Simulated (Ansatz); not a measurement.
Carbon (fcc) across density functionals

All rows: Ansatz, plane waves with scalar-relativistic PAW, 420 eV (500 eV for the SCAN forms), relaxed under each functional, no dispersion correction, no zero-point motion. B₀ comes from uniform scaling at fixed shape; a dash is a value not given.

```tsv
functional	V (Å³/atom)	cell	B₀ (GPa)	magnetic state	ΔE to graphite (meV/atom)
PBE	7.32	a = 3.082 Å	153	spin not included	4575
r²SCAN	7.42	a = 3.096 Å	157	spin not included	4829
PBEsol	7.00	a = 3.036 Å	173	spin not included	4471
LDA	6.86	a = 3.016 Å	178	spin not included	4616
revPBE	7.44	a = 3.099 Å	147	spin not included	4565
RPBE	7.48	a = 3.105 Å	144	spin not included	4564
BLYP	8.22	a = 3.204 Å	119	spin not included	4776
```

LDA gives the smallest volume and BLYP the largest.
